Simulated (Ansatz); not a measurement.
# Ge (Cmmm) in Ansatz: relaxation of cell and atoms with HF

Aim: the relaxation of cell and atoms of Ge with HF.

All numbers are computed with Ansatz 0.2.0; they aren't measurements. Logs are shortened: lines on timing, memory, paths and dates and some standing lists are left out, and cuts for length are marked.

## Step 1: The structure

Symmetry: Cmmm, No. 65, orthorhombic system. The conventional cell has a = 2.794 Å, b = 5.201 Å, c = 2.698 Å, α = 90.00°, β = 90.00°, γ = 90.00°. Ge (site symmetry mmm) is surrounded by 8 Ge at 2.70 to 2.95 Å.

This isn't the form of Ge at room conditions, which is diamond.

## Step 2: Relaxation of cell and atoms, HF

Contents of input:

```
crystal:
  lattice:
    - [1.397149, -2.600516, 0.0]
    - [1.397149, 2.600516, 0.0]
    - [0.0, 0.0, 2.698231]
  atoms:
    - { symbol: Ge, position: [0.5, 0.5, 0.0] }
hamiltonian:
  xc: hf
  pseudopotentials: { kind: paw }
kpoints:
  mp_grid: { grid: [6, 6, 5] }
scf:
  occupations: { method: fermi_dirac, width: 0.05 }
output:
  forces: true
  stress: true
  eigenvalues: true
relax:
  f_tol: 0.01
  max_steps: 40
  cell: { stress_tol: 0.05 }
```

Potentials or basis: Ansatz PAW.

The program printed:

```text
GPUs: using 1 of 1 available (devices: 1).
Engine: ansatz 0.2.0, x86_64-unknown-linux-gnu
Pseudopotentials: kind: paw
Pseudopotential: Ge, paw, valence charge 14, recommended cutoff 420 eV (normal), Ge.paw.azcp
Functional definition: HF
  exchange = exact_x
  correlation = 0
device memory: the entry about to start is reckoned to put 0.6 GiB on a device that reports 66.1 GiB free (of which the cap on the GPU budget leaves the run 18.0 GiB)
GPU FFT provider: cuFFT
GPU libraries: cuBLAS 13.8.2, cuFFT 12.4.0, cuSOLVER 12.3.4
Crystal: 1 atoms, lattice volume = 19.607 Å³
Basis set: ecut = 420 eV, 397 PW (Γ)
Bands: 11, of which v1, the nominal top of the filled ones, is band 7 counted from 1 (6 counted from 0)
Symmetry: 8 space group operations
Space group: Cmmm (ITA 65), of the structure as read, at distance tolerance 2.7e-5 Å
k-points: 39 of 180
Non-local potential: Ge, projectors of the file, l = 0: 2, l = 1: 2, l = 2: 3, l = 3: 1
PAW form: soft (Blöchl's): semilocal exchange-correlation on the pseudo side does not see the compensation charge
PAW frozen core: Ge, regenerated for the run's functional, and the local potential with it (the file was generated under x = pbe(κ = 0.804, μ = 0.2195149727645171), c = pbe(β = 0.06672455060314922))
PAW one-centre angular grid: Ge, 590 points (default); XC on 64 Gauss nodes
Initial density: superposition of atomic densities (neutral atoms: chi_scale 0, normalization atom), corrected by the library's trained network
Initial wavefunctions: pseudopotential atomic-orbital guess
GPU buffer pool allocated for 8000 grid points (all kernels)
GPU transforms: local potential and band sums: pruned to the plane-wave sphere, on 20×20×18
Functional: x = pbe(κ = 0.804, μ = 0.2195149727645171), c = none, warm-up for x = 0 pbe(κ = 0.804, μ = 0.2195149727645171) + 1 exact, c = none
SCF iter   1: F=—  HF=-4252.058780 eV  |F-HF|=—  |Δ(HF+E_count)|=         —  Δρ=1.17e-2  dr2=1.23e-2  ethr=1.77e-3  ⟨swp⟩=7.8  Hψ=1858  notcnv=0
preconditioner: auto → none  [insulator: Δε(μ)=0.128 eV  Ē_g=26.719 eV  σ=0.050 eV  W_gap=0.56  n_scr=8 (ndim 8)  ℏωp=31.4 eV  f_vac=0.000  D(μ)=0.56/eV (n_scr^D=0)]
SCF iter   2: F=—  HF=-4252.052008 eV  |F-HF|=—  |Δ(HF+E_count)|=   6.77e-3  Δρ=3.67e-3  dr2=2.27e-3  ethr=8.80e-5  ⟨swp⟩=3.6  Hψ=1090  notcnv=0  defer=1
iter 3 solved again at ethr=1.49e-6 eV; its pass at ethr=1.62e-5 eV (dr2=2.09e-4 eV) is discarded
SCF iter   3: F=—  HF=-4252.051592 eV  |F-HF|=—  |Δ(HF+E_count)|=   4.16e-4  Δρ=1.47e-3  dr2=2.00e-4  ethr=1.49e-6  ⟨swp⟩=2.6  Hψ=1497  notcnv=0
SCF iter   4: F=—  HF=-4252.051577 eV  |F-HF|=—  |Δ(HF+E_count)|=   1.46e-5  Δρ=1.99e-4  dr2=3.49e-6  ethr=1.43e-6  ⟨swp⟩=2.4  Hψ=728  notcnv=0
SCF iter   5: F=—  HF=-4252.051581 eV  |F-HF|=—  |Δ(HF+E_count)|=   3.29e-6  Δρ=1.97e-5  dr2=2.08e-8  ethr=2.50e-8  ⟨swp⟩=3.0  Hψ=985  notcnv=0
SCF iter   6: F=—  HF=-4252.051581 eV  |F-HF|=—  |Δ(HF+E_count)|=   4.46e-8  Δρ=1.85e-6  dr2=3.17e-10  ethr=1.49e-10  ⟨swp⟩=4.0  Hψ=1140  notcnv=0
SCF iter   7: F=—  HF=-4252.051581 eV  |F-HF|=—  |Δ(HF+E_count)|=   2.13e-9  Δρ=3.38e-7  dr2=1.34e-11  ethr=2.26e-12  ⟨swp⟩=4.0  Hψ=1140  notcnv=0
SCF iter   8: F=-4252.051581 eV  HF=-4252.051581 eV  |F-HF|=9.09e-13  |Δ(HF+E_count)|=  2.82e-11  Δρ=6.77e-8  dr2=4.12e-13  ethr=1.00e-12  ⟨swp⟩=3.0  Hψ=787  notcnv=0
SCF 1 converged in 8 iterations: F = -4252.051581 eV  dr2 = 4.12e-13
device memory: the entry about to start is reckoned to put 1.2 GiB on a device that reports 66.0 GiB free (of which the cap on the GPU budget leaves the run 18.0 GiB)
GPU FFT provider: cuFFT
GPU libraries: cuBLAS 13.8.2, cuFFT 12.4.0, cuSOLVER 12.3.4
Initial density: handed on by an earlier stage of this run
Initial wavefunctions: those handed on with the density
GPU buffer pool allocated for 8000 grid points (all kernels)
GPU transforms: local potential and band sums: pruned to the plane-wave sphere, on 20×20×18
Functional: x = 0 pbe(κ = 0.804, μ = 0.2195149727645171) + 1 exact, c = none
Exchange kernel: α = 1.0000, full range, Wigner–Seitz truncation, v(0) = 7955.4116 eV·Å³, q-mesh 6×6×5, nearest image of the exchange supercell L = 13.49 Å, pair-density grid 15×15×15, without the augmentation charges, whose exchange is taken in its separable form by FFT convolution over the k-point mesh (sized by the pseudopotential files, 18×18×20 at the most), smooth part of the exact exchange by density-matrix convolution in up to 1.10 GiB of GPU memory as planned if the GPU has room (build and FFT work areas not counted)
Frozen-core exchange: fock
[... 336 lines left out ...]
SCF iter  10: F=—  HF=-4255.280134 eV  |F-HF|=—  |Δ(HF+E_count)|=   1.79e-7  Δρ=1.04e-5  dr2=8.42e-9  ethr=1.00e-12  ⟨swp⟩=4.9  Hψ=1495  notcnv=0
SCF iter  11: F=-4255.280134 eV  HF=-4255.280134 eV  |F-HF|=9.09e-13  |Δ(HF+E_count)|=   3.44e-8  Δρ=6.67e-8  dr2=2.16e-11  ethr=1.00e-12  ⟨swp⟩=4.0  Hψ=1212  notcnv=0
SCF 22 stopped early in 11 iterations: F = -4255.280134 eV  dr2 = 2.16e-11
hybrid outer 1: dexx = +1.328e-5 eV, tail = 6.01e-7 eV
GPU FFT provider: cuFFT
GPU libraries: cuBLAS 13.8.2, cuFFT 12.4.0, cuSOLVER 12.3.4
GPU buffer pool allocated for 8000 grid points (all kernels)
GPU transforms: local potential and band sums: pruned to the plane-wave sphere, on 20×20×20
Exchange kernel: α = 1.0000, full range, Wigner–Seitz truncation, v(0) = 8272.2069 eV·Å³, q-mesh 6×6×5, nearest image of the exchange supercell L = 13.97 Å, pair-density grid 15×15×15, without the augmentation charges, whose exchange is taken in its separable form by FFT convolution over the k-point mesh (sized by the pseudopotential files, 18×18×20 at the most), smooth part of the exact exchange by density-matrix convolution in up to 1.18 GiB of GPU memory as planned if the GPU has room (build and FFT work areas not counted)
Frozen-core exchange: fock
SCF iter   1: F=—  HF=-4255.280142 eV  |F-HF|=—  |Δ(HF+E_count)|=         —  Δρ=1.26e-5  dr2=1.63e-8  ethr=2.15e-8  ⟨swp⟩=6.3  Hψ=1276  notcnv=0
[... 39 lines left out ...]
GPU transforms: local potential and band sums: pruned to the plane-wave sphere, on 20×20×20
Exchange kernel: α = 1.0000, full range, Wigner–Seitz truncation, v(0) = 8272.2069 eV·Å³, q-mesh 6×6×5, nearest image of the exchange supercell L = 13.97 Å, pair-density grid 15×15×15, without the augmentation charges, whose exchange is taken in its separable form by FFT convolution over the k-point mesh (sized by the pseudopotential files, 18×18×20 at the most), smooth part of the exact exchange by density-matrix convolution in up to 1.18 GiB of GPU memory as planned if the GPU has room (build and FFT work areas not counted)
Frozen-core exchange: fock
SCF iter   1: F=—  HF=-4255.280142 eV  |F-HF|=—  |Δ(HF+E_count)|=         —  Δρ=1.01e-7  dr2=4.57e-12  ethr=1.41e-12  ⟨swp⟩=6.2  Hψ=1211  notcnv=0
SCF iter   2: F=—  HF=-4255.280142 eV  |F-HF|=—  |Δ(HF+E_count)|=    0.00e0  Δρ=5.54e-9  dr2=1.82e-12  ethr=1.00e-12  ⟨swp⟩=2.0  Hψ=700  notcnv=0
SCF iter   3: F=—  HF=-4255.280142 eV  |F-HF|=—  |Δ(HF+E_count)|=  2.73e-12  Δρ=3.00e-8  dr2=8.45e-13  ethr=1.00e-12  ⟨swp⟩=2.4  Hψ=725  notcnv=0
SCF iter   4: F=—  HF=-4255.280142 eV  |F-HF|=—  |Δ(HF+E_count)|=    0.00e0  Δρ=2.62e-9  dr2=5.23e-13  ethr=1.00e-12  ⟨swp⟩=2.1  Hψ=703  notcnv=0
SCF iter   5: F=—  HF=-4255.280142 eV  |F-HF|=—  |Δ(HF+E_count)|=  9.09e-13  Δρ=3.49e-8  dr2=3.26e-13  ethr=1.00e-12  ⟨swp⟩=2.3  Hψ=722  notcnv=0
SCF iter   6: F=—  HF=-4255.280142 eV  |F-HF|=—  |Δ(HF+E_count)|=    0.00e0  Δρ=2.10e-9  dr2=2.68e-14  ethr=1.00e-12  ⟨swp⟩=2.0  Hψ=700  notcnv=0
Mixer restart at iter 6: flushing history
SCF iter   7: F=—  HF=-4255.280142 eV  |F-HF|=—  |Δ(HF+E_count)|=    0.00e0  Δρ=4.12e-9  dr2=1.23e-14  ethr=1.00e-12  ⟨swp⟩=2.3  Hψ=722  notcnv=0
SCF iter   8: F=-4255.280142 eV  HF=-4255.280142 eV  |F-HF|=9.09e-13  |Δ(HF+E_count)|=    0.00e0  Δρ=2.36e-9  dr2=3.19e-15  ethr=1.00e-12  ⟨swp⟩=2.3  Hψ=718  notcnv=0
SCF 26 converged in 8 iterations: F = -4255.280142 eV  dr2 = 3.19e-15
  Residual-converged pass: ⟨swp⟩=2.7  Hψ=755  notcnv=0  max |occ|·‖R‖ = 1.0e-8 eV (tolerance 1.0e-8 eV)  dr2=3.23e-15  dr2_onsite=2.33e-16  max |Δocc| = 4.4e-16
hybrid outer 5: dexx = +1.057e-11 eV, tail = 2.11e-13 eV, Δε = 8.29e-6 eV (about 2.56e-6 eV left of the loop's levels)
relax step   5: F+E_penalty+E_count = -4255.28014227 eV  Δ(F+E_penalty+E_count) = -5.254e-4 eV  max|allowed force component| = 0.000e0 eV/Å  Δτ_max = 0.0000 Å  P = -0.011 GPa  Ω = 20.756 Å³  stress off target by 2.59e-2 GPa  SCF on the basis re-selected at this cell (its energy is not comparable with the rows above)  (36 SCF iters)
basis re-selected at this cell: Δ(F+E_penalty+E_count) = -5.254e-4 eV, ΔP = -0.033 GPa vs the last step (what re-selecting the basis moved, of the pressure what is left beyond the Pulay correction that the steps carried, after the strain that the cell walked since its last selection, with what the two solves' SCF thresholds leave and, on support functions, any second-order correction that the steps lacked; it is no measure of the basis error at this ecutwfc). This SCF's stress stands 2.59e-2 GPa from its target on what of the cell is left free (relax.cell.stress_tol is 5.00e-2 GPa) and its largest allowed force component is 0.00e0 eV/Å (relax.f_tol is 1.00e-2 eV/Å): within both
hybrid SCF converged: 5 outer / 36 inner (+0 warm-up), last move |dexx| = 1.06e-11 eV, tail = 2.11e-13 eV
Stability not checked: this state was not tested for a lower state beside it, because the functional holds exact exchange (a hybrid, or Hartree-Fock), whose exchange loop this test does not read (fock_operator; see scf.lower_state_search)
Free energy (F): -4255.280142 eV
Frozen-core exchange: fock
Harris-Foulkes:  -4255.280142 eV  (|F-HF|=9.09e-13)
Internal energy: -4255.278460 eV  (E = F + TS)
E sigma→0 (E₀):  -4255.279301 eV
Entropy (-TS):   -0.001683 eV (-1.683 meV/atom)
Fermi energy:    9.646458 eV
--- Per-component energies (eV) ---
  E_band       = -285.039739
  E_kinetic    = 106.305769
  E_local      = -2230.203239  (includes V_loc(G=0)·N_el)
  E_nonlocal   = 410.931316
  E_hartree    = 980.714004
  E_xc         = 0.000000
  E_vxc        = 0.000000  (∫ρ·V_xc dr)
  E_exx        = -240.773556  (= α·E_x^exact, valence–valence)
  E_paw        = -1812.229710  (= ΣΔE_a)
  E_vpaw       = -51.954716  (= ΣTr[D̂ρ^β])
  E_aug_tail   = 0.000235  (compensation charges beyond the density's cutoff)
  E_ewald      = -1468.588318
  E_core_change = -1.434960  (= ΣΔE_core)
  E_smearing   = -0.001683  (= −TS)
  E_closure    = -0.000000  (closes the sum)
  Σ components = -4255.280142   (vs F -4255.280142, Δ=0.00e0)
--- Forces (eV/Å), atoms counted from 1 ---
  atom   1  Ge     0.00000000     0.00000000     0.00000000
  max |Σ_I F_I| component: 5.17e-26 eV/Å
--- Stress (GPa, compression-positive) ---
       -0.025868       0.000000       0.000000
        0.000000       0.012035       0.000000
        0.000000       0.000000      -0.019579
  P = ⅓ Tr σ = -0.0111 GPa (-0.111 kbar)
--- Band table (eV; the first three rows and the last of 39) ---
  k-point 0: bands = ["-29.2470", "-29.2087", "-29.2040", "-29.0695", "-29.0656", "-9.5147", "21.3101", "23.9773", "24.1115", "24.7406", "29.6664"]
  k-point 1: bands = ["-29.2067", "-29.2021", "-29.1965", "-29.0868", "-29.0829", "-8.4504", "13.5388", "24.7818", "24.9169", "29.9959", "30.4067"]
  k-point 2: bands = ["-29.2037", "-29.1991", "-29.1156", "-29.1136", "-29.1117", "-5.5650", "2.7870", "26.6336", "26.7715", "32.0937", "32.3973"]
  k-point 38: bands = ["-29.2339", "-29.1700", "-29.1284", "-29.1071", "-29.0358", "1.9305", "4.9128", "8.6967", "18.2526", "21.5679", "26.3111"]
--- Relaxed structure (4 steps of the walk, 4 accepted, 1 SCFs on fresh bases) ---
  F+E_penalty+E_count = -4255.28014227 eV   max|allowed force component| = 0.000e0 eV/Å   (the final SCF, on the basis selected at the relaxed cell)
  cell:  # Å, volume = 20.7555 Å³
    - [1.469446965728134, -2.5279464828569207, 0.0]
    - [1.469446965728134, 2.5279464828569207, 0.0]
    - [0.0, 0.0, 2.7937149088741116]
  atoms:
    - { symbol: Ge, position: [0.5, 0.5, 0.0] }
```

Run time: 48 s. Hardware: 1 × NVIDIA H100 80GB HBM3 with 2 threads of AMD EPYC 7R13 (Zen 3), shared host; peak memory 1.8 GiB.

What came out:

```yaml
Free_energy: -4255.2801 eV
Relaxed_volume: 20.76 Å³/atom
Relaxed_cell: a = 2.924 Å, b = 2.924 Å, c = 2.794 Å, α = 90.00°, β = 90.00°, γ = 119.66°
Space_group_after_relaxing_to_0.05_Å: P6/mmm (No. 191)
Energy_gained_by_relaxing: 55.1 meV/atom
Ionic_steps: 5
Pressure_after_relaxing: 0.0 GPa
Band_gap_on_the_k_mesh: none (metal or under the smearing width)
```

Step by step:
```csv
step,energy change (eV),largest force (eV/Å),volume (Å³)
1,0.0000,0.0000,19.61
2,-0.0538,0.0000,20.70
3,-0.0546,0.0000,20.74
4,-0.0546,0.0000,20.76
5,-0.0551,0.0000,20.76
```

Final structure:
```
CELL_PARAMETERS angstrom
1.46945 -2.52795 0.00000
1.46945 2.52795 0.00000
0.00000 0.00000 2.79371
ATOMIC_POSITIONS crystal
Ge 0.50000 0.50000 0.00000
```

Caveat: the k mesh is coarse (spacing up to 0.47 Å⁻¹), so the values aren't converged, least of all with exact exchange; the plane-wave basis is chosen anew once the cell has moved, so the energies of steps on either side of that aren't comparable; the PAW data sets come from PBE, with cores solved anew for the run's functional, which leaves a small shift of forces and pressure.
